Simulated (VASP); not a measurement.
Set up this calculation in VASP 6.6.1, as the native input.

- Task: single point
- Functional: PBE
- Potentials or basis: VASP PAW PBE potentials, release 64 (Cu, I)
- Cutoff: 520 eV
- k mesh: 8 × 8 × 8
- Occupations: fermi-dirac, width 0.05 eV
- Spin: no spin polarisation
- Further INCAR settings: ALGO = Normal; EDIFF = 1e-06; NBANDS = 16

The structure of CuI lies in POSCAR:

```
CuI
1.0
    0.0000000000      3.0315000000      3.0315000000
    3.0315000000      0.0000000000      3.0315000000
    3.0315000000      3.0315000000      0.0000000000
Cu I
1 1
Direct
    0.7500000000      0.7500000000      0.7500000000
    0.0000000000      0.0000000000      0.0000000000
```

One way to write it, as run:

INCAR

```
PREC = Accurate ; ENCUT = 520
EDIFF = 1E-6 ; ISMEAR = -1
SIGMA = 0.05 ; LREAL = F
LASPH = T ; NELM = 60
ALGO = Normal ; ISIF = 2
LWAVE = F ; LCHARG = F
GGA = PE ; NBANDS = 16
```

KPOINTS

```
Automatic mesh
0
Gamma
  8 8 8
```

Potentials or basis: VASP PAW PBE potentials, release 64 (Cu, I).

Command:

```console
$ cat potpaw_PBE.64/Cu/POTCAR potpaw_PBE.64/I/POTCAR > POTCAR
$ mpirun -np 1 vasp_std > vasp.out
```

It gave:

The pressure is 0.7 GPa and the band gap on the k mesh is 1.14 eV, direct.

Caveat: spin-orbit coupling is left out, which moves the levels of the heavy elements.

It took 10 s on 1 thread of Intel(R) Xeon(R) 6975P-C (Granite Rapids) (shared host), peak memory 0.18 GiB.
